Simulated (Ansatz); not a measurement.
# W: LAPW beside PAW

Aim: solve W at one geometry with LAPW, all electrons, frozen-core PAW and datasets made for this crystal, and see where they agree.

Program: Ansatz 0.2.0. Level of theory: DFT PBE, scalar-relativistic. These are calculated values, not measurements.

1 further run of the same task is left out (set aside as unsound or not needed).

## 1. Starting point

It takes space group Im-3m (No. 229, cubic). Conventional cell: a = 3.185 Å, b = 3.185 Å, c = 3.185 Å, α = 90.00°, β = 90.00°, γ = 90.00°. W (site symmetry m-3m) has 8 W at 2.76 Å as nearest neighbours.

Structure file:

```
W
1.0
    -1.59227    1.59227    1.59227
     1.59227   -1.59227    1.59227
     1.59227    1.59227   -1.59227
W
1
Cartesian
  0.0000 0.0000 0.0000
```

The cell was relaxed by PAW from a hypothetical start (bcc type); it needn't be the stable phase of this composition.

## 2. LAPW, all electrons

input.yaml reads:

```yaml
crystal:
  lattice:
    - [-1.5922712529, 1.5922712529, 1.5922712529]
    - [1.5922712529, -1.5922712529, 1.5922712529]
    - [1.5922712529, 1.5922712529, -1.5922712529]
  atoms:
    - { symbol: W, position: [0.0, 0.0, 0.0] }
kpoints:
  mp_grid: { grid: [14, 14, 14] }
  band_path:
    path:
      - [0.0, 0.0, 0.0]
      - [0.5, -0.5, 0.5]
      - [0.0, 0.0, 0.5]
      - [0.0, 0.0, 0.0]
      - [0.25, 0.25, 0.25]
      - [0.5, -0.5, 0.5]
      - [0.25, 0.25, 0.25]
      - [0.0, 0.0, 0.5]
    npoints: 8
scf:
  occupations: { method: fermi_dirac, width: 0.08 }
hamiltonian:
  xc: pbe
  pseudopotentials: { kind: all_electron, lapw: { basis_error: 0.00025 } }
output:
  forces: true
  stress: true
  eigenvalues: true
  fatbands: true
  populations: true
  dos: { projected: true, de: 0.2, e_range: [-14, 8] }
```

What it wrote:

```text
W: projections on atomic orbitals take those of the free atom 1s2 2s2 2p6 3s2 3p6 3d10 4s2 4p6 4d10 4f14 5s2 5p6 5d4 6s2, of charge +0.00 (hamiltonian.pseudopotentials.projection_atoms)
LAPW: plane waves up to 9.269 Å⁻¹, error target 2.5e-4 eV per atom; small_component_spin mean_spin; W in spheres of 1.379 Å, 44 of its electrons in bands, Dirac shells []
Engine: ansatz 0.2.0
Pseudopotentials: kind: all_electron
Pseudopotential: W, LAPW, valence charge 44, Koelling and Harmon's equation, gaussian nucleus
Functional definition: PBE
  parameter kappa = 0.804
  parameter beta = 0.06672455060314922
  exchange = pbe_x(kappa = kappa, mu = beta*pi^2/3)
  correlation = pbe_c(beta = beta)
Crystal: 1 atoms, lattice volume = 16.148 Å³
Basis set: ecut = 327.35405024814537 eV, 225 PW (Γ), exchange–correlation at level 2
Bands: 27, of which v1, the nominal top of the filled ones, is band 22 counted from 1 (21 counted from 0)
Symmetry: 48 space group operations
Space group: Im-3m (ITA 229), of the structure as read, at distance tolerance 2.5e-5 Å
k-points: 104 of 2744
Non-local potential: W, projectors of the file, none
Initial density: superposition of atomic densities (chi_scale 0.1, normalization cell)
Initial wavefunctions: plane waves of lowest kinetic energy (no species holds an atomic orbital)
Functional: x = pbe(κ = 0.804, μ = 0.2195149727645171), c = pbe(β = 0.06672455060314922)
iter 1 solved again at ethr=2.44e-4 eV; its pass at ethr=1.00e-1 eV (dr2=1.07e-1 eV) is discarded
SCF iter   1: F=—  HF=-439202.420137 eV  |F-HF|=—  |Δ(HF+E_count)|=         —  Δρ=3.58e-2  dr2=1.08e-1  ethr=2.44e-4  ⟨swp⟩=3.0  Hψ=17305  notcnv=0
preconditioner: auto → Kerker (q_TF=auto, 3.224 Å⁻¹)  [metal: Δε(μ)=0.071 eV  Ē_g=31.353 eV  σ=0.080 eV  W_gap=0.22  n_scr=12 (ndim 8)  ℏωp=47.1 eV  f_vac=0.000  D(μ)=0.43/eV (n_scr^D=0)]
SCF iter   2: F=—  HF=-439202.235456 eV  |F-HF|=—  |Δ(HF+E_count)|=   1.85e-1  Δρ=1.83e-2  dr2=3.25e-2  ethr=2.44e-4  ⟨swp⟩=2.0  Hψ=8659  notcnv=0
SCF iter   3: F=—  HF=-439202.223686 eV  |F-HF|=—  |Δ(HF+E_count)|=   1.18e-2  Δρ=1.09e-2  dr2=1.41e-2  ethr=7.38e-5  ⟨swp⟩=2.0  Hψ=8250  notcnv=0
SCF iter   4: F=—  HF=-439202.218764 eV  |F-HF|=—  |Δ(HF+E_count)|=         —  Δρ=6.22e-3  dr2=5.47e-3  ethr=3.21e-5  ⟨swp⟩=2.0  Hψ=8190  notcnv=0
the basis was enlarged: its passes take 1.6 MiB over the memory plan, 1 of 1 planned eigensolver slots
SCF iter   5: F=—  HF=-439202.219694 eV  |F-HF|=—  |Δ(HF+E_count)|=   9.30e-4  Δρ=1.95e-3  dr2=6.82e-4  ethr=1.24e-5  ⟨swp⟩=2.0  Hψ=8133  notcnv=0
iter 6 solved again at ethr=4.89e-8 eV; its pass at ethr=1.55e-6 eV (dr2=2.15e-5 eV) is discarded
SCF iter   6: F=—  HF=-439202.219758 eV  |F-HF|=—  |Δ(HF+E_count)|=   6.39e-5  Δρ=4.63e-4  dr2=2.15e-5  ethr=4.89e-8  ⟨swp⟩=2.0  Hψ=14004  notcnv=0
SCF iter   7: F=—  HF=-439202.219760 eV  |F-HF|=—  |Δ(HF+E_count)|=   1.73e-6  Δρ=9.63e-5  dr2=8.28e-7  ethr=4.88e-8  ⟨swp⟩=2.0  Hψ=8250  notcnv=0
SCF iter   8: F=-439202.219760 eV  HF=-439202.219760 eV  |F-HF|=7.57e-10  |Δ(HF+E_count)|=   2.23e-7  Δρ=1.33e-5  dr2=1.38e-8  ethr=1.88e-9  ⟨swp⟩=2.0  Hψ=8250  notcnv=0
SCF 1 converged in 8 iterations: F = -439202.219760 eV  dr2 = 1.38e-8
NSCF: frozen V_eff on 57 k-points
SCF converged after 8 iterations
Free energy (F): -439202.219760 eV
Harris-Foulkes:  -439202.219760 eV  (|F-HF|=7.57e-10)
Internal energy: -439202.206843 eV  (E = F + TS)
E sigma→0 (E₀):  -439202.213302 eV
Entropy (-TS):   -0.012917 eV (-12.917 meV/atom)
Fermi energy:    28.636830 eV
--- Per-component energies (eV) ---
  E_band       = -4377.049946
  E_kinetic    = 491883.847673
  E_xc         = -8833.166056
  E_electrostatic = -922252.888460  (all electrons and nuclei)
  E_smearing   = -0.012917  (= −TS)
  E_closure    = 0.000000  (closes the sum)
  E_atoms      = -439190.788623  (free atoms, spherical and without spin; not in F)
  Σ components = -439202.219760   (vs F -439202.219760, Δ=0.00e0)
  Basis errors (estimates in eV, not in F): energy 6.4e-5 per atom: plane waves 5.3e-5 (2.8e-5 summed), levels above the bands 2.7e-70, relativity 1.5e-8, radial functions 1.0e-5, core shells 2.0e-8; eigenvalues (radial functions only) 6.0e-7; not estimated: angular momenta, meshes, grids; target (lapw.basis_error) 2.5e-4; muffin-tin radii W 1.379 Å
--- Forces (eV/Å), atoms counted from 1 ---
  atom   1  W     -0.00000000     0.00000000     0.00000000
  max |Σ_I F_I| component: 3.81e-30 eV/Å
--- Stress (GPa, compression-positive) ---
        0.085877      -0.000000       0.000000
       -0.000000       0.085877      -0.000000
        0.000000      -0.000000       0.085877
  P = ⅓ Tr σ = 0.0859 GPa (0.859 kbar)
--- Band table (eV; the first three rows and the last of 104) ---
  k-point 0: bands = ["-389.5085", "-389.5085", "-389.5085", "-204.5900", "-204.5900", "-204.5498", "-204.5498", "-204.5498", "-45.5754", "-9.2055", "-9.2055", "-9.2055", "0.2475", "0.2475", "0.2475", "0.2652", "0.2652", "0.2652", "0.3388", "19.0381", "27.3549", "27.3549", "27.3549", "30.7724", "30.7724", "43.0151", "43.0151"]
  k-point 1: bands = ["-389.5085", "-389.5085", "-389.5085", "-204.5900", "-204.5900", "-204.5498", "-204.5498", "-204.5498", "-45.5693", "-9.2702", "-9.2257", "-9.2058", "0.2482", "0.2490", "0.2492", "0.2637", "0.2647", "0.2648", "0.3366", "19.2792", "27.2105", "27.3211", "27.5884", "30.5487", "30.7756", "43.2148", "43.4205"]
  k-point 2: bands = ["-389.5085", "-389.5085", "-389.5085", "-204.5900", "-204.5900", "-204.5498", "-204.5498", "-204.5498", "-45.5522", "-9.4487", "-9.2821", "-9.2066", "0.2497", "0.2529", "0.2536", "0.2598", "0.2630", "0.2641", "0.3310", "19.9581", "26.8303", "27.1572", "28.2758", "30.1697", "30.8024", "43.6302", "44.5791"]
  k-point 103: bands = ["-389.5085", "-389.5085", "-389.5085", "-204.5900", "-204.5900", "-204.5498", "-204.5498", "-204.5498", "-45.3585", "-10.0588", "-10.0588", "-10.0588", "0.2418", "0.2418", "0.2418", "0.2589", "0.2931", "0.2931", "0.2931", "22.8761", "22.8761", "33.5880", "33.5880", "33.5880", "36.6603", "36.6603", "36.6603"]
--- Löwdin populations: 1 site ---
  site symbol       q [e]
     0      W     73.8519
  spilling = 0.002001 (of n_electrons = 74.000000)
```

Wall time 23 s (1 thread, shared host).

This run gives: pressure 0.09 GPa; no gap.

At the corners of the path (eV, zero at the Fermi level):

| point | band 19 | band 20 | band 21 | band 22 | band 23 | band 24 | band 25 |
| --- | --- | --- | --- | --- | --- | --- | --- |
| Γ | -28.30 | -9.60 | -1.28 | -1.28 | -1.28 | 2.14 | 2.14 |
| H | -28.34 | -5.76 | -5.76 | 4.95 | 4.95 | 4.95 | 8.02 |
| N | -28.33 | -6.23 | -3.56 | 0.56 | 2.02 | 2.98 | 5.91 |
| Γ | -28.30 | -9.60 | -1.28 | -1.28 | -1.28 | 2.14 | 2.14 |
| P | -28.34 | -2.99 | -2.99 | -2.99 | 3.14 | 3.14 | 6.38 |
| H | -28.34 | -5.76 | -5.76 | 4.95 | 4.95 | 4.95 | 8.02 |
| P | -28.34 | -2.99 | -2.99 | -2.99 | 3.14 | 3.14 | 6.38 |
| N | -28.33 | -6.23 | -3.56 | 0.56 | 2.02 | 2.98 | 5.91 |

States per cell, counted by energy window (eV from the Fermi level, on a grid of 0.20 eV):

| from | to | total | W 5d | W 6s |
| --- | --- | --- | --- | --- |
| -10 | -9 | 0.01 | 0.00 | 0.01 |
| -9 | -8 | 0.06 | 0.00 | 0.05 |
| -8 | -7 | 0.11 | 0.01 | 0.09 |
| -7 | -6 | 0.24 | 0.08 | 0.16 |
| -6 | -5 | 0.73 | 0.50 | 0.21 |
| -5 | -4 | 0.93 | 0.80 | 0.12 |
| -4 | -3 | 1.06 | 1.03 | 0.01 |
| -3 | -2 | 1.24 | 1.15 | 0.06 |
| -2 | -1 | 1.21 | 1.03 | 0.11 |
| -1 | 0 | 0.36 | 0.28 | 0.03 |
| 0 | 1 | 0.65 | 0.60 | 0.02 |
| 1 | 2 | 1.04 | 1.00 | 0.02 |
| 2 | 3 | 1.22 | 1.18 | 0.02 |
| 3 | 4 | 1.39 | 1.21 | 0.12 |
| 4 | 5 | 0.50 | 0.37 | 0.08 |

## 3. Frozen-core PAW

input.yaml: that of step 2 with these lines changed.

```diff
@@ -24,3 +24,3 @@
   xc: pbe
-  pseudopotentials: { kind: all_electron, lapw: { basis_error: 0.00025 } }
+  pseudopotentials: { kind: paw }
 output:
@@ -29,4 +29,5 @@
   eigenvalues: true
-  fatbands: true
+  efg: { contact_densities: true }
   populations: true
+  bader: true
   dos: { projected: true, de: 0.2, e_range: [-14, 8] }
```

What it wrote, shortened:

```text
W: output.efg is read without spin–orbit coupling, which moves field gradients at and beside such atoms by some per cent and up to a factor of two; PAW files take it under magnetization.noncollinear and magnetization.spin_orbit
[...]
Pseudopotentials: kind: paw
Pseudopotential: W, paw, valence charge 14, recommended cutoff 420 eV (normal)
[... 1 set-up line as earlier in the session ...]
[...]
Crystal: 1 atoms, lattice volume = 16.148 Å³
Basis set: ecut = 420 eV, 321 PW (Γ), exchange–correlation on 40×40×40 points (8 copies of the dense FFT grid, shifted against one another)
Bands: 11, of which v1, the nominal top of the filled ones, is band 7 counted from 1 (6 counted from 0)
[... 2 set-up lines as earlier in the session ...]
k-points: 104 of 2744
[...]
  atom   1  W     -0.00000000    -0.00000000     0.00000000
[...]
--- Stress (GPa, compression-positive) ---
        0.000425      -0.000000       0.000000
       -0.000000       0.000425      -0.000000
        0.000000       0.000000       0.000425
  P = ⅓ Tr σ = 0.0004 GPa (0.004 kbar)
--- PAW observables at the nuclei: V_zz in 10²¹ V/m², potentials from the cell's mean, atoms counted from 1 ---
  atom   1  W  V_zz =    -0.000000   η = 0.0000   by run symmetry: forbidden
            electrostatic potential = -14820.888603 V   contact ρ = 8822098.670641 e/Å³
--- Band table (eV; the first three rows and the last of 104) ---
  k-point 0: bands = ["-51.9855", "-15.6116", "-15.6116", "-15.6116", "12.6256", "20.9407", "20.9407", "20.9407", "24.3570", "24.3570", "36.6218"]
[...]
--- Löwdin populations: 1 site ---
  site symbol       q [e]
     0      W     13.8458
  spilling = 0.011011 (of n_electrons = 14.000000)
--- Bader charges: 1 site ---
  site symbol  charge [e]  shift [e]
     0      W      0.0000     0.0000
  estimated error of the sums over rays = 4.3e-7 e
```

Run time: 11 s. Hardware: 1 thread, shared host.

This run gives: pressure 0.00 GPa; no gap.

## 4. Datasets made for this crystal

input.yaml: that of step 3 with these lines changed.

```diff
@@ -24,3 +24,3 @@
   xc: pbe
-  pseudopotentials: { kind: paw }
+  pseudopotentials: { kind: all_electron, datasets: crystal }
 output:
@@ -30,4 +30 @@
   efg: { contact_densities: true }
-  populations: true
-  bader: true
-  dos: { projected: true, de: 0.2, e_range: [-14, 8] }
```

What it wrote, shortened:

```text
[...]
W: output.efg is read without spin–orbit coupling, which moves field gradients at and beside such atoms by some per cent and up to a factor of two; PAW files take it under magnetization.noncollinear and magnetization.spin_orbit
[...]
[... 1 set-up line as earlier in the session ...]
Pseudopotential: W, paw, valence charge 28, recommended cutoff 300 eV (normal), Koelling and Harmon's equation, gaussian nucleus
[... 1 set-up line as earlier in the session ...]
[...]
Crystal: 1 atoms, lattice volume = 16.148 Å³
Basis set: ecut = 300 eV, 201 PW (Γ), exchange–correlation on 32×32×32 points (8 copies of the dense FFT grid, shifted against one another)
Bands: 7, of which v1, the nominal top of the filled ones, is band 3 counted from 1 (2 counted from 0)
[... 2 set-up lines as earlier in the session ...]
k-points: 104 of 2744
[...]
Fermi energy:    28.636793 eV
[...]
  The terms above E_closure are by the made datasets' own strengths, without shells solved beside the bands.
--- Forces (eV/Å), atoms counted from 1 ---
  atom   1  W      0.00000000    -0.00000000     0.00000000
[...]
--- Stress (GPa, compression-positive) ---
        0.090132       0.000000      -0.000000
        0.000000       0.090132       0.000000
       -0.000000       0.000000       0.090132
  P = ⅓ Tr σ = 0.0901 GPa (0.901 kbar)
  It holds what live shells' own plane waves past their cutoff add
--- PAW observables at the nuclei: V_zz in 10²¹ V/m², potentials from the cell's mean, atoms counted from 1 ---
  atom   1  W  V_zz =    +0.000000   η = 0.0000   by run symmetry: forbidden
            electrostatic potential = -14820.830034 V   contact ρ = 8817761.674225 e/Å³
--- Band table (eV; the first three rows and the last of 104) ---
  k-point 0: bands = ["19.0381", "27.3549", "27.3549", "27.3549", "30.7724", "30.7724"]
[...]
```

Run time: 6.9 s. Hardware: 1 thread, shared host.

Result: pressure 0.09 GPa; no gap.

| atom | contact density (e/Å³) |
| --- | --- |
| W | 8817762 |

## 5. Side by side

| method | pressure (GPa) | SCF cycles, all passes |
| --- | --- | --- |
| LAPW | 0.09 | 8 |
| PAW | 0.00 | 6 |
| crystal datasets | 0.09 | 7 |

## 6. What came out

```
  quantity                                           value
  pressure  LAPW 0.09, PAW 0.00, crystal datasets 0.09 GPa
gap (LAPW)                                            none
```

The pressure is within half a GPa of zero, so the volume is close to equilibrium at this level. Bands cross the Fermi level: the crystal is a metal at this level. W 5d carries the largest share, 96 %, of the projected states within 0.3 eV of the Fermi level. The projection holds only the free atom's occupied shells (W 6s, W 5d in this range). In pressure, PAW differs from LAPW by -0.09 GPa. LAPW took about 2.2 times as long as PAW (23 s against 11 s, on a shared host and with the outputs that each input asks for). Spin-orbit coupling is left out, though the cell holds W; in elements this heavy it can shift bands and gaps by tenths of an eV.
